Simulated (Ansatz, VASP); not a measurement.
Ga in VASP and in Ansatz

```
CELL_PARAMETERS angstrom
-1.40866 1.40866 2.23641
1.40866 -1.40866 2.23641
1.40866 1.40866 -2.23641
ATOMIC_POSITIONS crystal
Ga 0.00000 0.00000 0.00000
```

Change from the starting cell: volume scaled by 1.01, PAW files.

Alike in both runs: task electric field gradients; functional PBEsol; k mesh 16 × 16 × 16; occupations fermi-dirac, width 0.03 eV; no spin polarisation.

```csv
,VASP,Ansatz
version,VASP 6.6.1,Ansatz 0.2.0
potentials or method,"VASP PAW PBE potentials, release 64 (Ga_d)","PAW with Ansatz's default frozen-core files, scalar-relativistic"
plane-wave cutoff (eV),520,420
valence electrons in the cell,13,13
```

Ansatz gave:

| Property | Result |
| --- | --- |
| pressure (GPa) | 0.0 |
| largest component of the traceless stress (GPa) | 0.45 |
| Vzz of the field gradient on the site that differs most (V/Å²) | 21.5 |

Problem. Which values does VASP return?

Solution. Pressure (GPa): 0.1; largest component of the traceless stress (GPa): 0.46; Vzz of the field gradient on the site that differs most (V/Å²): 20.6.

With one functional, cell and mesh, what is left measures potentials, basis and numerics.

Caveats: the PAW data sets were made with another functional, which shifts forces and pressure a little (VASP).
